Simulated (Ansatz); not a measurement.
**A strain series on LiF (rocksalt): epitaxial in the plane normal to [111]**

LiF (rocksalt), relaxed with r2SCAN in the PAW code Ansatz, then strained (epitaxial in the plane normal to [111]; changes of length per length, axes as in the cell below) with the atoms relaxed again within the symmetry that is left. It is cubic, Fm-3m (No. 225); conventional cell a = 3.990 Å, 7.94 Å³ an atom. Li is surrounded by 6 F at 1.99 Å; F is surrounded by 6 Li at 1.99 Å. The values are computed, spin-unpolarised, and not measurements.

```xyz
2
Lattice="0.0000 1.9949 1.9949 1.9949 0.0000 1.9949 1.9949 1.9949 0.0000" Properties=species:S:1:pos:R:3 pbc="T T T"
Li    0.0000    0.0000    0.0000
F     1.9949    1.9949    1.9949
```

Gaps are the least over each mesh (PBE 10×10×10, r2SCAN 10×10×10, HSE06 8×8×8 when unstrained) and the special points, which keep their unstrained names; stress is the change from the unstrained cell, compression positive.

| strain (%) | free normal strain (%) | gap, PBE (eV) | gap, r2SCAN (eV) | gap, HSE06 (eV) | edges, HSE06 | in-plane stress, r2SCAN (GPa) | energy rise, r2SCAN (meV/atom) |
| --- | --- | --- | --- | --- | --- | --- | --- |
| -3.11 | +1.23 | 9.727 | 10.731 | 12.088 | Γ | +6.65 | 9.8 |
| -0.64 | +0.27 | 9.423 | 10.410 | 11.757 | Γ–K (0.14) → Γ | +1.20 | 0.4 |
| 0.0 | 0.00 | 9.347 | 10.330 | 11.674 | Γ–K (0.17) → Γ | 0.00 | 0.0 |
| +1.0 | -0.35 | – | 10.124 | – | – | -1.84 | 0.9 |
| +3.62 | -1.42 | 8.668 | 9.626 | 10.958 | Γ | -5.81 | 11.0 |

Problem. Estimate the row for a strain of -0.31 %.

Solution.

| strain (%) | free normal strain (%) | gap, PBE (eV) | gap, r2SCAN (eV) | gap, HSE06 (eV) | edges, HSE06 | in-plane stress, r2SCAN (GPa) | energy rise, r2SCAN (meV/atom) |
| --- | --- | --- | --- | --- | --- | --- | --- |
| -0.31 | +0.12 | – | 10.370 | – | – | +0.59 | 0.1 |

Between zero and the nearest strains the slope of the HSE06 gap against strain is -0.130 eV per percent for negative and -0.198 for positive strain.

Where an edge lies off the special points, it is a point of the mesh or the k point where a search put PBE's edge or least direct gap, reused for the other functionals, whose own edges may lie a little apart.

The meshes of the hybrids are coarse, so their gaps aren't converged to the digits shown.
